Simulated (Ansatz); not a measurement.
# The polar optical mode of AlN at 20 GPa, worked through

These are results of DFT PBEsol, scalar-relativistic, plane waves, PAW (Ansatz 0.2.0), not measurements. Settings: 420 eV plane-wave cutoff, Γ-centred 10×10×10 mesh, fixed occupations. No spin polarisation. Phonons by linear response, acoustic sum rule imposed.

The cell, relaxed at 20 GPa:
```yaml
crystal:
  lattice:
    - [0.00000, 2.12786, 2.12786]
    - [2.12786, 0.00000, 2.12786]
    - [2.12786, 2.12786, 0.00000]
  atoms:
    - { symbol: Al, position: [0.00000, 0.00000, 0.00000] }
    - { symbol: N, position: [0.75000, 0.75000, 0.75000] }
```

Other phases may be more stable at this pressure.

Linear response gives ν_TO = 730.5 cm⁻¹, Born charges ±2.537 e (positive on Al) and ε∞ = 4.509. The primitive cell holds 19.269 Å³, and the masses are 26.982 and 14.007 amu.

Task: Find ν_LO and the static dielectric constant.

Result: The long-wave field adds a restoring force: ω_LO² − ω_TO² = Z*²e²/(ε_vac ε∞ μV). In these units ν_LO² − ν_TO² = 4.92064×10⁷ Z*²/(μ V ε∞) cm⁻², with μ = m₁m₂/(m₁ + m₂) = 9.220 amu: 395399 cm⁻². So ν_LO = √(730.5² + 395399) = 963.9 cm⁻¹, and the run gives 963.9. Lyddane–Sachs–Teller then gives ε0 = ε∞ (ν_LO/ν_TO)² = 7.85, against 7.85 in the run (it forms both from the same three quantities, so the match checks the arithmetic only). Between ν_TO and ν_LO the dielectric function is negative and an undamped crystal reflects fully: a reststrahlen band from 10.4 to 13.7 μm.

Task: What do the Clausius–Mossotti polarisability and the Szigeti charge come to?

Result: With the Lorentz local field, α = (3V/4π)(ε∞ − 1)/(ε∞ + 2) = 2.48 Å³ for the pair, and e_S = 3Z*/(ε∞ + 2) = 1.17 e. The Born charge includes the electrons' response to the dipole's own local field, and e_S takes that enhancement out. The Lorentz field assumes point-like polarisable ions, a poor picture once ε∞ is this large, since the electron clouds then overlap or are shared, so both numbers are formal here.

Task: How strongly does a slow electron couple to the LO mode?

Result: For one isotropic parabolic band, Fröhlich's constant is α_F = (1/ε∞ − 1/ε0) √(m* Ry/ħω_LO), with Ry = 13.606 eV, ħω_LO = 119.5 meV and m* in free-electron masses: α_F = 0.0944 × 10.67 × √m* = 1.01 √m*. The band mass isn't part of this run; for m* = 0.1, 0.3 and 1 it gives 0.32, 0.55, 1.01. In weak coupling the polaron lies α_F ħω_LO below the band edge (66 meV at m* = 0.3) with a mass m*(1 + α_F/6); past α_F of about 5 or 6 that expansion fails. A semilocal functional's ε∞ tends to be too large, which taken alone lowers α_F.

This zinc-blende form isn't the usual stable structure of the compound at low pressure.

Cost: 1 run of about 0.41 core-minutes, on AMD EPYC 7R43 (Zen 3) (shared hosts).